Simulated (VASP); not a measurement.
# GaAs (F-43m) in VASP: further runs

Aim: see how the results for GaAs move with the level of theory and the settings. Levels: r2SCAN, PBEsol. Tasks: relaxation of cell and atoms.

All numbers are computed with VASP 6.6.1; they aren't measurements. Logs are shortened: lines on timing, memory, paths and dates and some standing lists are left out, and cuts for length are marked.

## Step 1: Starting point

Symmetry: F-43m, No. 216, cubic system. The conventional cell has a = 5.669 Å, b = 5.669 Å, c = 5.669 Å, α = 90.00°, β = 90.00°, γ = 90.00°. Ga (site symmetry -43m) is surrounded by 4 As at 2.45 Å. Around As (site symmetry -43m) lie 4 Ga at 2.45 Å.

## Step 2: Relaxation of cell and atoms, r2SCAN

Input file INCAR:

```
ALGO     = Normal         # electronic algorithm
EDIFF    = 1E-7           # SCF threshold, eV
EDIFFG   = -0.005         # ionic threshold
ENCUT    = 600            # plane-wave cutoff, eV
IBRION   = 2              # ionic algorithm
ISIF     = 3              # what is computed and relaxed
ISMEAR   = 0              # smearing method
LASPH    = T              # aspherical terms in the spheres
LCHARG   = F              # write CHGCAR
LMIXTAU  = T            
LREAL    = F              # projectors in reciprocal space
LWAVE    = F              # write WAVECAR
METAGGA  = R2SCAN         # meta-GGA
NELM     = 80             # most SCF steps
NSW      = 90             # ionic steps
PREC     = Accurate       # precision mode
SIGMA    = 0.03           # smearing width, eV
```

Input file KPOINTS:

```
k-points
0
Gamma
  10 10 10
```

Input file POSCAR:

```
GaAs                                    
1.0
   -0.0000000000      2.8347133399      2.8347133399
    2.8347133399      0.0000000000      2.8347133399
    2.8347133399      2.8347133399      0.0000000000
  Ga              As            
     1     1
Direct
     0.0000000000000000    0.0000000000000000    0.0000000000000000
     0.2500000000000000    0.2500000000000000    0.2500000000000000
```

Potentials or basis: VASP PAW PBE potentials, release 64 (Ga_d, As).

Command:

```console
$ cat potpaw_PBE.64/Ga_d/POTCAR potpaw_PBE.64/As/POTCAR > POTCAR
$ mpirun -np 1 vasp_std > vasp.out
```

OUTCAR:

```text
EDIFF = 1E-7
   EDIFFG = -0.005
   ENCUT = 600
   IBRION = 2
   ISIF = 3
   ISMEAR = 0
   LASPH = T
   LREAL = F
   METAGGA = R2SCAN
   NELM = 80
   NSW = 90
   PREC = Accurate

 ion  position               nearest neighbor table
   1  0.000  0.000  0.000-   2 2.45   2 2.45   2 2.45   2 2.45
   2  0.250  0.250  0.250-   1 2.45   1 2.45   1 2.45   1 2.45

  LATTYP: Found a face centered cubic cell.
 ALAT       =     5.6694266798

  Lattice vectors:

 A1 = (   0.0000000000,   2.8347133399,   2.8347133399)
 A2 = (   2.8347133399,   0.0000000000,   2.8347133399)
 A3 = (   2.8347133399,   2.8347133399,   0.0000000000)

Analysis of symmetry for initial positions (statically):
=====================================================================
 Subroutine PRICEL returns:
 Original cell was already a primitive cell.

 Routine SETGRP: Setting up the symmetry group for a
 face centered cubic supercell.

 Subroutine GETGRP returns: Found 24 space group operations
 (whereof 24 operations were pure point group operations)
 out of a pool of 48 trial point group operations.

The static configuration has the point symmetry T_d .

Analysis of symmetry for dynamics (positions and initial velocities):
=====================================================================
 Subroutine PRICEL returns:
 Original cell was already a primitive cell.

 Routine SETGRP: Setting up the symmetry group for a
 face centered cubic supercell.

 Subroutine GETGRP returns: Found 24 space group operations
 (whereof 24 operations were pure point group operations)
 out of a pool of 48 trial point group operations.

The dynamic configuration has the point symmetry T_d .

 Subroutine INISYM returns: Found 24 space group operations
 (whereof 24 operations are pure point group operations),
 and found     1 'primitive' translations

----------------------------------------------------------------------------------------

                                     Primitive cell

  volume of cell :      45.5572

  direct lattice vectors                    reciprocal lattice vectors
     0.000000000  2.834713340  2.834713340    -0.176384678  0.176384678  0.176384678
     2.834713340  0.000000000  2.834713340     0.176384678 -0.176384678  0.176384678
     2.834713340  2.834713340  0.000000000     0.176384678  0.176384678 -0.176384678

  length of vectors
     4.008890051  4.008890051  4.008890051     0.305507224  0.305507224  0.305507224

  position of ions in fractional coordinates (direct lattice)
     0.000000000  0.000000000  0.000000000
     0.250000000  0.250000000  0.250000000

  ion indices of the primitive-cell ions
   primitive index   ion index
                 1           1
                 2           2

----------------------------------------------------------------------------------------

 KPOINTS: k-points

Automatic generation of k-mesh.
 Grid dimensions read from file:
 generate k-points for:   10   10   10

 Generating k-lattice:

  Cartesian coordinates                     Fractional coordinates (reciprocal lattice)
    -0.017638468  0.017638468  0.017638468     0.100000000  0.000000000  0.000000000
     0.017638468 -0.017638468  0.017638468     0.000000000  0.100000000  0.000000000
     0.017638468  0.017638468 -0.017638468     0.000000000  0.000000000  0.100000000

  Length of vectors
     0.030550722  0.030550722  0.030550722

  Shift w.r.t. Gamma in fractional coordinates (k-lattice)
     0.000000000  0.000000000  0.000000000

 Subroutine IBZKPT returns following result:
 ===========================================

 Found     47 irreducible k-points:

 Following reciprocal coordinates:
            Coordinates               Weight
  0.000000  0.000000  0.000000      1.000000
  0.100000  0.000000  0.000000      8.000000
  0.200000  0.000000  0.000000      8.000000
  0.300000  0.000000  0.000000      8.000000
  0.400000  0.000000  0.000000      8.000000
  0.500000  0.000000  0.000000      4.000000
[... 16 lines left out ...]
  0.300000  0.300000  0.000000      6.000000
  0.400000  0.300000  0.000000     24.000000
 [... further k-points ...]
   k-points           NKPTS =     47   k-points in BZ     NKDIM =     47   number of bands    NBANDS=     13
   number of dos      NEDOS =    301   number of ions     NIONS =      2
   total plane-waves  NPLWV =  32768
   dimension x,y,z NGX =    32 NGY =   32 NGZ =   32
   dimension x,y,z NGXF=    64 NGYF=   64 NGZF=   64
   ions per type =               1   1
   NGX,Y,Z   is equivalent  to a cutoff of  13.27, 13.27, 13.27 a.u.
   NGXF,Y,Z  is equivalent  to a cutoff of  26.54, 26.54, 26.54 a.u.
 SYSTEM =  unknown system
   PREC   = accura    normal or accurate (medium, high low for compatibility)
   ISTART =      0    job   : 0-new  1-cont  2-samecut
   ICHARG =      2    charge: 1-file 2-atom 10-const
   ISPIN  =      1    spin polarized calculation?
   LNONCOLLINEAR =      F non collinear calculations
   LSORBIT =      F    spin-orbit coupling
   LASPH  =      T    aspherical Exc in radial PAW
   ENCUT  =  600.0 eV  44.10 Ry    6.64 a.u.   8.01  8.01  8.01*2*pi/ulx,y,z
   NELM   =     80;   NELMIN=  2; NELMDL= -5     # of ELM steps
   EDIFF  = 0.1E-06   stopping-criterion for ELM
   LREAL  =      F    real-space projection
   EDIFFG = -.5E-02   stopping-criterion for IOM
   NSW    =     90    number of steps for IOM
   IBRION =      2    ionic relax: 0-MD 1-quasi-New 2-CG
   NFREE  =      1    steps in history (QN), initial steepest desc. (CG)
   ISIF   =      3    stress and relaxation
   ISYM   =      2    0-nonsym 1-usesym 2-fastsym
   POTIM  = 0.5000    time-step for ionic-motion
   TEBEG  =    0.0;   TEEND  =   0.0 temperature during run
   PSTRESS=    0.0 pullay stress
   NELECT =      18.0000    total number of electrons
   NUPDOWN=      -1.0000    fix difference up-down
   EMIN   =  10.00;   EMAX   =-10.00  energy-range for DOS
   EFERMI =   0.00;   METHOD = LEGACY
   ISMEAR =     0;   SIGMA  =   0.03  broadening in eV -4-tet -1-fermi 0-gaus
   EFERMI_NEDOS =   21; number of points for ismear=-14 and -15
   IALGO  =     38    algorithm
   IMIX   =      4    mixing-type and parameters
     AMIX     =   0.40;   BMIX     =  1.00
     AMIX_MAG =   1.60;   BMIX_MAG =  1.00
  volume/ion in A,a.u.               =      22.78       153.72
  Fermi-wavevector in a.u.,A,eV,Ry     =   1.201286  2.270102 19.634414  1.443089
  Thomas-Fermi vector in A             =   2.337099
   LORBIT       =      0    0 simple, 1 ext, 2 COOP (PROOUT), +10 PAW based schemes
   METAGGA = R2SCAN    functional components
   LHFCALC =     F    Hartree Fock is set to
   AEXX    =    0.0000 exact exchange contribution
   IVDW    =     0    specifies the selected vdW correction
   LEPSILON=     F    determine dielectric tensor
   LRPA    =     F    only Hartree local field effects (RPA)
 conjugate gradient relaxation of ions
 non-spin polarized calculation
 Gauss-broadening in eV      SIGMA  =   0.03
  energy-cutoff  :      600.00
  volume of cell :       45.56
 maximum number of plane-waves:      1533
   NGX = 17   NGY = 17   NGZ = 17

 number of electron      18.0000010 magnetization

 Free energy of the ion-electron system (eV)
  ---------------------------------------------------
  ext. energy  EPLUGINS =         0.00000000
  ---------------------------------------------------
  free energy    TOTEN  =       -27.05702429 eV

  energy without entropy =      -27.05702429  energy(sigma->0) =      -27.05702429

 E-fermi :   3.7284     XC(G=0): -10.2159

 val. band max:        3.5998088855   @ k =   0.0000   0.0000   0.0000
 cond. band min:       4.5288722994   @ k =   0.0000   0.0000   0.0000
 fundamental gap:      0.9290634139
 Fermi energy:         3.7283950112

 k-point     1 :       0.0000    0.0000    0.0000
  band No.  band energies     occupation
      1     -11.6213      2.00000
      2     -11.6213      2.00000
      3     -11.6213      2.00000
      4     -11.5337      2.00000
      5     -11.5337      2.00000
      6      -9.5494      2.00000
      7       3.5998      2.00000
      8       3.5998      2.00000
      9       3.5998      2.00000
     10       4.5289      0.00000
     11       7.6387      0.00000
     12       7.6389      0.00000
     13       7.6389      0.00000

 k-point     2 :       0.1000    0.0000    0.0000
  band No.  band energies     occupation
      1     -11.6311      2.00000
      2     -11.6189      2.00000
      3     -11.6189      2.00000
      4     -11.5338      2.00000
      5     -11.5338      2.00000
      6      -9.4270      2.00000
      7       2.1521      2.00000
      8       3.4391      2.00000
      9       3.4391      2.00000
     10       5.4123      0.00000
     11       7.8804      0.00000
     12       7.8804      0.00000
     13       7.9236      0.00000

 k-point     3 :       0.2000    0.0000    0.0000
  band No.  band energies     occupation
      1     -11.6546      2.00000
      2     -11.6129      2.00000
      3     -11.6129      2.00000
      4     -11.5338      2.00000
      5     -11.5338      2.00000
      6      -9.0760      2.00000
      7       0.2986      2.00000
      8       3.0891      2.00000
      9       3.0891      2.00000
     10       5.5259      0.00000
     11       8.3566      0.00000
     12       8.3567      0.00000
     13       9.1771      0.00000
[... 305 lines left out ...]
 k-point    23 :       0.3000    0.3000    0.0000
  band No.  band energies     occupation
      1     -11.7064      2.00000
      2     -11.5883      2.00000
      3     -11.5883      2.00000
      4     -11.5497      2.00000
      5     -11.5249      2.00000
      6      -8.2042      2.00000
      7      -1.3253      2.00000
      8       1.5204      2.00000
      9       1.5205      2.00000
     10       5.6039      0.00000
     11       6.8768      0.00000
     12      11.5135      0.00000
     13      11.5136      0.00000

 k-point    24 :       0.4000    0.3000    0.0000
  band No.  band energies     occupation
      1     -11.7193      2.00000
      2     -11.5834      2.00000
      3     -11.5821      2.00000
      4     -11.5517      2.00000
      5     -11.5237      2.00000
      6      -7.7504      2.00000
      7      -2.1579      2.00000
      8       0.9654      2.00000
      9       1.2974      2.00000
     10       5.7459      0.00000
     11       6.7990      0.00000
     12      11.3924      0.00000
     13      12.0180      0.00000

 [... further k-points ...]
[... 5 lines left out ...]
  --------------------------------------------------------------------------------------
  -------------------------------------------------------------------------------------
  Total       -0.0082517     -0.0082517     -0.0082517      0.0000000      0.0000000     -0.0000000
  in kB       -0.2901995     -0.2901995     -0.2901995      0.0000000      0.0000000     -0.0000000
  external PRESSURE =      -0.2901995 kB  Pullay stress =       0.0000000 kB

 VOLUME and BASIS-vectors are now :
 -----------------------------------------------------------------------------
  energy-cutoff  :      600.00
  volume of cell :       45.56
      direct lattice vectors                 reciprocal lattice vectors
     0.000000000  2.834713340  2.834713340    -0.176384678  0.176384678  0.176384678
     2.834713340  0.000000000  2.834713340     0.176384678 -0.176384678  0.176384678
     2.834713340  2.834713340  0.000000000     0.176384678  0.176384678 -0.176384678

 POSITION                                       TOTAL-FORCE (eV/Angst)
 -----------------------------------------------------------------------------------
      0.00000      0.00000      0.00000        -0.000000     -0.000000     -0.000000
      1.41736      1.41736      1.41736         0.000000      0.000000      0.000000
 -----------------------------------------------------------------------------------
    total drift:                                0.000008      0.000008      0.000008

  FREE ENERGIE OF THE ION-ELECTRON SYSTEM (eV)
  ---------------------------------------------------
  free  energy   TOTEN  =       -27.0570242883 eV

  energy  without entropy=      -27.0570242883  energy(sigma->0) =      -27.05702429

 reached required accuracy - stopping structural energy minimisation
```

Run time: 58 s. Hardware: 1 thread of Intel Xeon 6975P-C (Granite Rapids), shared host; peak memory 0.21 GiB.

What came out:

```yaml
Free_energy: -27.0570 eV
Pressure_after_relaxing: 0.0 GPa
Band_gap_on_the_k_mesh: 0.93 eV, direct
```

Final structure:
```
Ga As
1.0
     0.00000    2.83471    2.83471
     2.83471    0.00000    2.83471
     2.83471    2.83471    0.00000
Ga As
1 1
Cartesian
  0.0000 0.0000 0.0000
  1.4174 1.4174 1.4174
```

Caveat: the relaxation stopped at its first step, so nothing moved; the PAW data sets were made with another functional, which shifts forces and pressure a little.

## Step 3: Relaxation of cell and atoms, PBEsol

This run uses another cell than the first one, of 22.59 Å³/atom, 0.992 times its volume.

Input file INCAR:

```
ALGO = Normal ; EDIFF = 1E-6
EDIFFG = -0.01 ; ENCUT = 600
GGA = PS ; IBRION = 2
ISIF = 3 ; ISMEAR = 0
LASPH = T ; LCHARG = F
LREAL = F ; LWAVE = F
NELM = 80 ; NSW = 90
PREC = Accurate ; SIGMA = 0.03
```

KPOINTS is that of step 2.

Input file POSCAR:

```
GaAs
1.0
    0.0000000000      2.8268500000      2.8268500000
    2.8268500000      0.0000000000      2.8268500000
    2.8268500000      2.8268500000      0.0000000000
Ga As
1 1
Direct
    0.0000000000      0.0000000000      0.0000000000
    0.2500000000      0.2500000000      0.2500000000
```

Potentials or basis: VASP PAW PBE potentials, release 64 (Ga_d, As).

Command:

```console
$ cat potpaw_PBE.64/Ga_d/POTCAR potpaw_PBE.64/As/POTCAR > POTCAR
$ mpirun -np 1 vasp_std > vasp.out
```

Wall time 21 s (1 thread of Intel Xeon 6975P-C (Granite Rapids), shared host); peak memory 0.2 GiB.

Results (log left out):

```
Free energy                            : -9.0915 eV
Relaxed volume                         : 22.70 Å³/atom
Relaxed cell                           : a = 4.004 Å, b = 4.004 Å, c = 4.004 Å, α = 60.00°, β = 60.00°, γ = 60.00°
Space group after relaxing (to 0.05 Å) : F-43m (No. 216)
Energy gained by relaxing              : 0.1 meV/atom
Ionic steps                            : 3
Pressure after relaxing                : 0.0 GPa
Band gap on the k mesh                 : 0.42 eV, direct
```

Step by step:
| step | energy change (eV) | largest force (eV/Å) | pressure (GPa) | volume (Å³) |
| --- | --- | --- | --- | --- |
| 1 | 0.0000 | 0.0000 | 0.33 | 45.18 |
| 2 | -0.0002 | 0.0000 | -0.18 | 45.48 |
| 3 | -0.0002 | 0.0000 | 0.01 | 45.40 |

Final structure:
```yaml
crystal:
  lattice:
    - [0.00000, 2.83140, 2.83140]
    - [2.83140, 0.00000, 2.83140]
    - [2.83140, 2.83140, 0.00000]
  atoms:
    - { symbol: Ga, position: [0.00000, 0.00000, 0.00000] }
    - { symbol: As, position: [0.25000, 0.25000, 0.25000] }
```

Levels at points of the mesh, in eV from the valence-band top:
```
           k point  band 6  band 7  band 8  band 9  band 10  band 11  band 12  band 13
(0.00, 0.00, 0.00)  -12.72    0.00    0.00    0.00     0.42     3.69     3.69     3.69
(0.50, 0.00, 0.00)  -10.95   -6.65   -1.14   -1.14     0.92     4.58     4.58     7.58
(0.50, 0.50, 0.00)  -10.22   -6.83   -2.68   -2.68     1.36     1.57    10.09    10.09
```

Caveat: the PAW data sets were made with another functional, which shifts forces and pressure a little.
